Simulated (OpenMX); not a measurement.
**ZrS2 under changes of volume**

One of the cells (23.763 Å³/atom); the others are scaled copies at fixed shape and fractional positions:

```
Zr S
1.0
     3.69138    0.00000    0.00000
    -1.84569    3.19683    0.00000
     0.00000    0.00000    6.04108
Zr S
1 2
Direct
  0.00000 0.00000 0.00000
  0.33333 0.66667 0.23791
  0.66667 0.33333 0.76209
```

The cell is a database's computed one.

* Program: OpenMX 3.8.5
* Functional: PBE
* Potentials or basis: OpenMX 2013 PBE set, Zr7.0-s3p2d2, S7.0-s2p2d1f1, fixed grid of 40 × 40 × 72 points
* k mesh: 9 × 9 × 5
* Occupations: fermi-dirac, width 0.05 eV
* Spin: no spin polarisation

```tsv
volume (Å³/atom)	energy over the lowest point (meV/atom)	gap on the mesh (eV)	largest force (eV/Å)
22.337	53.00	0.87	1.269
22.813	30.12	0.89	0.978
23.288	14.03	0.91	0.704
23.763	4.22	0.93	0.448
24.238	0.00	0.94	0.211
24.714	0.87	0.95	0.012
25.189	?	?	?
```

What does the run at 25.189 Å³/atom give?

Energy over the lowest point 6.42 meV/atom; gap on the mesh 0.96 eV; largest force 0.221 eV/Å.

Worked out: A Birch-Murnaghan fit of order 3 (a polynomial in V^(-2/3)) to the other rows has its minimum at 24.39 Å³/atom with B0 = V·E''(V) = 86 GPa and B' = 3.9 at fixed shape and positions, which overstates the stiffness. It gives 6.40 meV/atom at 25.189 Å³/atom, against the run's 6.42. A straight line through the other rows of the gap, of slope 0.807 eV per unit of ln V, extrapolates to 0.97 eV, against the run's 0.96.

Energies are extrapolated to zero smearing.

Caveats: an odd mesh through Γ misses points on the zone boundary, where band edges often lie; this functional lacks dispersion, which binds the layers, so the pressure and a relaxed spacing across them are unreliable; the basis of atomic orbitals isn't converged, which shifts pressures, moduli and gaps; forces of over 1 eV/Å show positions far from the minimum, so gaps and moduli don't describe the material at rest (some runs). Spin-orbit coupling on Zr is left out.
